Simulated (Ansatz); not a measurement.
Rocksalt NaH, relaxed with r2SCAN in Ansatz. It is cubic, Fm-3m (No. 225); conventional cell a = 4.795 Å, 13.78 Å³ an atom. Na is surrounded by 6 H at 2.40 Å; H is surrounded by 6 Na at 2.40 Å.

The axes x, y and z are those of this cell:
```
CELL_PARAMETERS angstrom
0.00000 2.39751 2.39751
2.39751 0.00000 2.39751
2.39751 2.39751 0.00000
ATOMIC_POSITIONS crystal
Na 0.00000 0.00000 0.00000
H 0.50000 0.50000 0.50000
```

Unstrained: With PBE the valence top lies at W and the conduction bottom at L, 3.802 eV higher; the smallest vertical gap, at L, is 4.672 eV. The r2SCAN gap is indirect, 4.401 eV (W to L), below the direct gap of 5.264 eV at L. The HSE06 gap is indirect, 4.849 eV (W to L), below the direct gap of 5.811 eV at L. Meshes: PBE 10×10×10, r2SCAN 10×10×10, HSE06 6×6×6. Strains are changes of length per length. After each strain the atoms were relaxed again with r2SCAN within the symmetry that the strain leaves, so tilts or polar shifts that break it weren't tested; points keep the names that they have in the unstrained zone. Calculated for a static, non-magnetic cell.

**Question.** Estimate what isotropic -2.28 % on every length does to the gap.

**Answer.** PBE: the gap goes from 3.802 to 3.921 eV (+0.119 eV). r2SCAN: the gap goes from 4.401 to 4.528 eV (+0.127 eV). HSE06: the gap goes from 4.849 to 4.992 eV (+0.143 eV). The r2SCAN energy rises by 5.2 meV an atom.

**Question.** Estimate what epitaxial +1.22 % in the plane normal to [111], free normal strain -0.37 % does to the gap.

**Answer.** PBE: the gap goes from 3.802 to 3.735 eV (-0.067 eV). r2SCAN: the gap goes from 4.401 to 4.332 eV (-0.069 eV). HSE06: the gap goes from 4.849 to 4.776 eV (-0.073 eV). The r2SCAN energy rises by 0.8 meV an atom.

The meshes of the hybrids are coarse, so their gaps aren't converged to the digits shown.
